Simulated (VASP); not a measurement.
# Band-edge properties of WS2 (Fm-3m), part 3 of 3

Aim: the gap of WS2, the masses at its band edges and their response to strain. The cell is generated by rule, not measured, and may not be a known phase.

VASP 6.6.1, plane waves and PAW; the level of theory is named at each step.

Still holding for the runs below: This run has no spin polarisation, although W can carry a moment. The k-mesh is coarse for a metal.

So far. Step 3 (Bands on a dense mesh): At -14.4 GPa the cell is away from the equilibrium volume of this level: left free, it would shrink. Step 5 (Orbitals for bands with HSE06): The run ends at a pressure of -9.97 GPa.

The structure was built from a prototype and need not be the compound's stable phase.

## (6) Bands with HSE06

This step: HSE06, no spin polarisation; plane waves and PAW (W, S); invented cell (VASP 6.6.1).

A quarter of screened exact exchange corrects much of the semilocal gap error; its cost forces a coarser mesh.

Input file INCAR:

```
SYSTEM = WS2
PREC = Accurate
ENCUT = 400
EDIFF = 1E-06
NELM = 100
ISMEAR = 0
SIGMA = 0.02
LREAL = .FALSE.
ALGO = Normal
LHFCALC = .TRUE.
AEXX = 0.25
GGA = PE
HFSCREEN = 0.2
LASPH = .TRUE.
NBANDS = 15
PRECFOCK = Fast
LORBIT = 11
LWAVE = .FALSE.
LCHARG = .FALSE.
KPAR = 4
ISIF = 2
```

Input file POSCAR:

```
WS2
1.0
    0.0000000000      3.0022200000      3.0022200000
    3.0022200000      0.0000000000      3.0022200000
    3.0022200000      3.0022200000      0.0000000000
W S
1 2
Direct
    0.0000000000      0.0000000000      0.0000000000
    0.2500000000      0.2500000000      0.2500000000
    0.7500000000      0.7500000000      0.7500000000
```

Input file KPOINTS:

```
Automatic mesh
0
Gamma
4 4 4
0 0 0
```

Input file KPOINTS_OPT:

```
Line mode
8
Line-mode
Reciprocal
  0.00000000   0.00000000   0.00000000 GAMMA
  0.50000000   0.00000000   0.50000000 X

  0.50000000   0.00000000   0.50000000 X
  0.50000000   0.25000000   0.75000000 W

  0.50000000   0.25000000   0.75000000 W
  0.37500000   0.37500000   0.75000000 K

  0.37500000   0.37500000   0.75000000 K
  0.00000000   0.00000000   0.00000000 GAMMA

  0.00000000   0.00000000   0.00000000 GAMMA
  0.50000000   0.50000000   0.50000000 L

  0.50000000   0.50000000   0.50000000 L
  0.62500000   0.25000000   0.62500000 U

  0.62500000   0.25000000   0.62500000 U
  0.50000000   0.25000000   0.75000000 W

  0.50000000   0.25000000   0.75000000 W
  0.50000000   0.50000000   0.50000000 L

  0.50000000   0.50000000   0.50000000 L
  0.37500000   0.37500000   0.75000000 K

  0.62500000   0.25000000   0.62500000 U
  0.50000000   0.00000000   0.50000000 X
```

The projector-augmented-wave data sets are W and S (PBE family, release 64).

The run starts from files that an earlier step left in the folder.

Launch:

```bash
$ mpirun -np 4 vasp_std
```

The program printed:

```text
[banner, memory and clock lines left out]
running    4 mpi-ranks, on    1 nodes
 distrk:  each k-point on    1 cores,    4 groups
 distr:  one band on    1 cores,    1 groups

 POSCAR found type information on POSCAR W S
 POSCAR found :  2 types and       3 ions
 LDA part: xc-table for (Slater+PW92), standard interpolation
 found WAVECAR, reading the header
 POSCAR, INCAR and KPOINTS ok, starting setup
 FFT: planning ... GRIDC
 FFT: planning ... GRID_SOFT
 FFT: planning ... GRID
 reading WAVECAR
 the WAVECAR file was read successfully
 initial charge from wavefunction
 entering main loop
       N       E                     dE             d eps       ncg     rms          rms(c)
DAV:   1    -0.249356270189E+02   -0.24936E+02   -0.85687E-01   247   0.105E+01    0.635E+00
DAV:   2    -0.249257822225E+02    0.98448E-02   -0.31153E-02   290   0.112E+00    0.352E+00
DAV:   3    -0.249258936891E+02   -0.11147E-03   -0.58572E-03   289   0.507E-01    0.201E+00
DAV:   4    -0.249250625096E+02    0.83118E-03   -0.92488E-04   282   0.218E-01    0.126E+00
DAV:   5    -0.249250168755E+02    0.45634E-04   -0.39787E-04   275   0.121E-01    0.753E-01
DAV:   6    -0.249249933661E+02    0.23509E-04   -0.75476E-05   304   0.695E-02    0.414E-01
DAV:   7    -0.249249931433E+02    0.22280E-06   -0.20618E-05   313   0.290E-02    0.239E-01
DAV:   8    -0.249249931599E+02   -0.16609E-07   -0.40597E-06   192   0.971E-03
   1 F= -.24924993E+02 E0= -.24923308E+02  d E =-.337053E-02
 Start KPOINTS_OPT (optional k-point list driver)
k-point batch [1-8\80]
       N       E                     dE             ncg
DAV:   1     0.682729324341E+03   -0.16838E+04      240
DAV:   2     0.388763558234E+02   -0.64385E+03      310
DAV:   3    -0.280733911210E+02   -0.66950E+02      282
DAV:   4    -0.302038910348E+02   -0.21305E+01      325
DAV:   5    -0.302581981090E+02   -0.54307E-01      339
DAV:   6    -0.302599224372E+02   -0.17243E-02      319
DAV:   7    -0.302599710303E+02   -0.48593E-04      312
DAV:   8    -0.302599724843E+02   -0.14540E-05      240
DAV:   9    -0.302599725514E+02   -0.67094E-07      232
[...]
k-point batch [73-80\80]
       N       E                     dE             ncg
DAV:   1     0.703261659439E+03   -0.37067E+04      240
DAV:   2     0.281831237347E+02   -0.67508E+03      296
DAV:   3    -0.372072863083E+02   -0.65390E+02      317
DAV:   4    -0.394079468429E+02   -0.22007E+01      310
DAV:   5    -0.394373578675E+02   -0.29411E-01      338
DAV:   6    -0.394379318923E+02   -0.57402E-03      296
DAV:   7    -0.394379465637E+02   -0.14671E-04      296
DAV:   8    -0.394379469790E+02   -0.41531E-06      232
```

Run time: 3.5 min. Hardware: 4 MPI ranks of Intel Xeon Platinum 8375C at 2.90GHz (Ice Lake), shared host; peak memory 1.1 GiB; 14 min of CPU time.

OUTCAR, selected parts (step 6):

```text
   k-points           NKPTS =      8   k-points in BZ     NKDIM =     64   number of bands    NBANDS=     15

   NELECT =      18.0000    total number of electrons

  exchange ACFDT corr.  =         0.00000000  see jH, gK, PRB 81, 115126

 E-fermi :   6.0188

 k-point     1 :       0.0000    0.0000    0.0000
  band No.  band energies     occupation
    ...
      6       4.9462      2.00000
      7       4.9462      2.00000
      8       4.9462      2.00000
      9       5.0353      2.00000
     10       5.0357      2.00000
     11      11.2881      0.00000
     12      11.2881      0.00000
     13      11.2882      0.00000
     14      11.3085      0.00000
     15      11.3085      0.00000

  Total       -5.0929662     -5.0929662     -5.0929662      0.0000000      0.0000000     -0.0000000
  in kB     -150.7730923   -150.7730923   -150.7730923      0.0000000      0.0000000     -0.0000000
  external PRESSURE =    -150.7730923 kB  Pullay stress =       0.0000000 kB

 POSITION                                       TOTAL-FORCE (eV/Angst)
 -----------------------------------------------------------------------------------
      0.00000      0.00000      0.00000         0.000000      0.000000     -0.000000
      1.50111      1.50111      1.50111        -0.000000      0.000000     -0.000000
      4.50333      4.50333      4.50333         0.000000     -0.000000      0.000000
 -----------------------------------------------------------------------------------
    total drift:                               -0.000036     -0.000077     -0.000050

  FREE ENERGIE OF THE ION-ELECTRON SYSTEM (eV)
  ---------------------------------------------------
  free  energy   TOTEN  =       -24.9249931599 eV

  energy  without entropy=      -24.9216226304  energy(sigma->0) =      -24.92330790

[... 7 parts as in an earlier step ...]

[... 9 further parts left out ...]
```

The k-mesh is coarse for exact exchange; in a metal the Fermi energy and the levels can shift by several tenths of an eV on a finer one.

This step gave:

```yaml
scf_cycles: 8
free_energy_toten: -24.92 eV
energy_at_zero_smearing: -24.92 eV
fermi_energy: 6.019 eV
pressure: -15.08 GPa
```

Electronic bands along the path, in eV, zero at the Fermi level; # counts the bands kept, so #1 is VASP's band 3:

```
          point     #4     #5     #6     #7     #8    #9   #10   #11
              Γ  -1.07  -1.07  -1.07  -0.98  -0.98  5.27  5.28  5.29
0.43 of the way  -4.56  -1.50  -1.50  -0.57  -0.17  3.35  3.35  4.91
              X  -3.00  -3.00  -1.26   0.27   0.61  2.37  4.07  4.07
0.43 of the way  -3.30  -2.96  -0.79   0.30   0.46  2.39  3.49  4.26
              W  -4.43  -2.91  -0.16   0.25   0.43  2.64  2.64  4.56
0.57 of the way  -3.91  -2.87  -0.26  -0.02   0.37  2.49  3.19  4.31
              K  -3.77  -2.85  -0.35  -0.14   0.36  2.46  3.56  4.01
0.57 of the way  -3.91  -3.66  -1.45  -0.56   0.69  2.78  3.39  4.82
              Γ  -1.07  -1.07  -1.07  -0.98  -0.98  5.27  5.27  5.29
0.57 of the way  -3.58  -3.13  -3.13   0.14   0.14  2.23  4.45  4.45
              L  -3.65  -3.65  -3.60  -0.39  -0.39  2.23  4.87  4.87
0.43 of the way  -3.85  -3.04  -2.44  -0.15  -0.05  2.40  4.24  4.49
              U  -3.77  -2.85  -0.35  -0.14   0.36  2.46  3.56  4.01
0.43 of the way  -3.91  -2.87  -0.26  -0.02   0.37  2.49  3.19  4.31
              W  -4.43  -2.91  -0.16   0.25   0.43  2.64  2.64  4.56
0.57 of the way  -3.99  -2.92  -2.16  -0.04  -0.04  2.45  4.09  4.40
              L  -3.65  -3.65  -3.60  -0.39  -0.39  2.23  4.87  4.87
0.43 of the way  -3.85  -3.04  -2.44  -0.15  -0.05  2.40  4.24  4.49
              K  -3.77  -2.85  -0.35  -0.14   0.36  2.46  3.56  4.01
      jump to U  -3.77  -2.85  -0.35  -0.14   0.36  2.46  3.56  4.01
0.43 of the way  -3.27  -2.95  -0.84   0.30   0.41  2.39  3.77  4.02
              X  -3.00  -3.00  -1.26   0.27   0.61  2.37  4.07  4.07
```

Of the projections kept (W, S), the largest for each band there; the rest of the weight can lie on other orbitals:

```
point      #4      #5      #6      #7      #8      #9     #10     #11
    Γ  S 0.90  S 0.90  S 0.90  W 1.00  W 1.00  W 0.78  W 0.80  W 0.97
    X  W 0.61  W 0.61  W 0.99  W 1.00  S 1.00  W 0.88  W 0.54  W 0.54
    W  S 0.62  W 0.63  W 1.00  S 1.00  W 0.91  W 0.81  W 0.81  W 0.51
    K  W 0.57  W 0.53  W 0.95  S 0.92  W 0.97  W 0.85  W 0.59  W 0.65
    Γ  S 0.90  S 0.90  S 0.90  W 1.00  W 1.00  W 0.78  W 0.79  W 0.95
    L  S 0.83  S 0.83  S 0.93  W 1.00  W 1.00  W 0.85  W 0.74  W 0.74
```

## (7) Results

| Item | Value |
| --- | --- |
| gap, PBEsol | none |
| gap with spin-orbit coupling | none |
| gap, HSE06 without spin-orbit coupling | none |

In words: At this level the bands overlap or touch. Masses were not obtained, since there is no gap at this level. The strain response was not obtained, since there is no gap at this level.

[Lines on the potential files, build, host, timing and source positions are cut from VASP's logs without a mark.]

[Logs are printed without paths, hosts, clocks, repeated set-up lines and the standing remarks that a program may print on its own settings, such as how far it seeks lower states.]

[Hosts, paths, dates, database ids (printed as entryN), source tags and the programs' standing remarks are cut or masked in the printed files.]

[In band tables of VASP the shares of atoms and orbitals are scaled to a sum of 1 inside the atoms' spheres.]

[Gaps and slopes under strain along one axis are those of the sampled path and mesh points; where strain splits equal valleys, another of them can be the edge.]
